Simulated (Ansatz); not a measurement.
ZrO$_{2}$:
```xyz
12
Lattice="5.1534 0.0000 0.0000 0.0000 5.2253 0.0000 -0.8709 0.0000 5.2598" Properties=species:S:1:pos:R:3 pbc="T T T"
Zr     3.0423     5.0049     4.1561
Zr     1.2401     0.2204     1.1037
Zr     0.8046     2.3923     3.7336
Zr     3.4778     2.8330     1.5262
O     -0.3814     0.8740     4.4435
O      4.6638     4.3513     0.8163
O      4.2283     3.4866     3.4462
O      0.0541     1.7386     1.8136
O      2.8163     1.3442     0.1175
O      1.4661     3.8810     5.1423
O      1.9015     3.9569     2.5124
O      2.3809     1.2684     2.7474
```

x, y and z are the axes in which the lattice vectors are written.

**Question.** Give the high-frequency dielectric tensor and the Born effective charge tensors of the independent atoms from DFPT, plane-wave PAW r²SCAN (Ansatz code).

**Answer.** 
ε∞:
```
4.94  0.00  0.15
0.00  4.98  0.00
0.15  0.00  4.65
```
Z* of atom 1 (Zr), rows: field, columns: displacement, in e:
```
 5.49  -0.39   0.22
-0.14   5.50   0.16
 0.22   0.36   4.92
```
Z* of atom 5 (O), rows: field, columns: displacement, in e:
```
-3.03  -1.16  -0.20
-1.41  -2.72   0.66
-0.19   0.70  -2.31
```
Z* of atom 9 (O), rows: field, columns: displacement, in e:
```
-2.46  -0.20  -0.02
-0.23  -2.79  -0.39
-0.03  -0.40  -2.61
```

Static charges for comparison (Bader): Zr1 +2.68, O5 -1.32, O9 -1.37 e. Born charges measure polarisation by displacement and can exceed these by far.

Space group P2_1/c. The r²SCAN relaxation kept the symmetry of its start. No spin polarisation was allowed. Scalar-relativistic: spin–orbit coupling is off unless named, which matters more the heavier the elements.

Potentials: the earlier of the program's two PAW sets. The files were generated under PBE; for other functionals the program regenerates the frozen cores, and for LDA and PBEsol the local potential too.
